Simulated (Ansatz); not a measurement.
# Rb under pressure: fit and missing row

Rb, I4/mmm, a = 5.715 Å, c = 5.309 Å. This isn't the element's structure at ambient conditions. Ansatz: PBEsol, PAW, 420 eV, Γ-centred 12×12×12 mesh on 1 atom, Gaussian smearing 0.10 eV; no spin polarisation. Cell and atoms are relaxed at each pressure, and no other structure is tried, so the rows at high pressure may lie past a change of phase.

| V (Å³/atom) | P (GPa) |
| --- | --- |
| 16.713 | 59.99 |
| 21.588 | 30.01 |
| 30.721 | ? |
| 40.696 | 7.98 |
| 55.006 | 2.98 |
| 86.691 | -0.01 |

Take V0 = 86.691 Å³/atom, count pressures from its P0 = -0.01 GPa, fit the third-order Birch–Murnaghan form to the other rows, and predict the missing pressure.

With the Eulerian strain f = ½[(V0/V)^(2/3) − 1] and y = (P − P0)/[3f(1 + 2f)^(5/2)], the form is the line y = B0 + 1.5 B0 (B0′ − 4) f. Rows (f, y): 0.99825, 1.29; 0.76322, 1.29; 0.32779, 2.30; 0.17714, 2.64. Means f = 0.5666, y = 1.8800; Σ(Δf)² = 0.4337, ΣΔfΔy = -0.7670; the slope is their ratio. y = 2.882 − 1.768 f GPa, so B0 = 2.9 GPa and B0′ = 4 + 2 × (-1.768)/(3 × 2.882) = 3.59. At V = 30.721, f = 0.49846, y = 2.001 and P = 16.85 GPa. The run gave 14.96 GPa, so the fit is 1.89 GPa too high, within the rms miss on the fitted rows (4.88 GPa): the form describes this series only roughly. With a term in f² added B0′ becomes 3.14, so this figure hangs on the form. The nearest row lies 37 % from V0, so B0 and B0′ are extrapolations to f = 0.

The mesh isn't the same in all rows (12×12×12, 14×14×14, 16×16×16, 18×18×18).